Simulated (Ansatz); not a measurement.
BAs:

```
CELL_PARAMETERS angstrom
2.93437 0.00000 0.00000
0.00000 2.93437 0.00000
0.00000 0.00000 2.93437
ATOMIC_POSITIONS crystal
B 0.50000 0.50000 0.50000
As 0.00000 0.00000 0.00000
```

The cell was built by a generator and needn't be a form met in nature.

* Program: Ansatz 0.2.0
* Task: relaxation of cell and atoms
* Functional: HSE03
* Potentials or basis: Ansatz PAW
* Cutoff: 420 eV (not typed: the program's choice for these potentials)
* k mesh: 5 × 5 × 5
* Occupations: fermi-dirac, width 0.05 eV
* Spin: no spin polarisation

At the start: volume 12.63 Å³/atom.

Where does the relaxation end?

It ends after 5 steps and the volume is 11.98 Å³/atom (-5.1 %); space group Pm-3m (No. 221, to 0.05 Å).

Step by step:
| step | energy change (eV) | largest force (eV/Å) | volume (Å³) |
| --- | --- | --- | --- |
| 1 | 0.0000 | 0.0000 | 25.27 |
| 2 | -0.0228 | 0.0000 | 23.72 |
| 3 | -0.0235 | 0.0000 | 23.98 |
| 4 | -0.0235 | 0.0000 | 23.97 |
| 5 | -0.0228 | 0.0000 | 23.97 |

Final structure:
```cif
data_structure
_symmetry_space_group_name_H-M 'P 1'
_symmetry_Int_Tables_number 1
_cell_length_a 2.8833
_cell_length_b 2.8833
_cell_length_c 2.8833
_cell_angle_alpha 90.000
_cell_angle_beta 90.000
_cell_angle_gamma 90.000
_cell_volume 23.97
loop_
_atom_site_label
_atom_site_type_symbol
_atom_site_fract_x
_atom_site_fract_y
_atom_site_fract_z
_atom_site_occupancy
B1 B 0.50000 0.50000 0.50000 1
As1 As 0.00000 0.00000 0.00000 1
```

Caveat: the k mesh is coarse (spacing up to 0.43 Å⁻¹), so the values aren't converged, least of all with exact exchange; the plane-wave basis is chosen anew once the cell has moved, so the energies of steps on either side of that aren't comparable; the PAW data sets come from PBE, with cores solved anew for the run's functional, which leaves a small shift of forces and pressure.
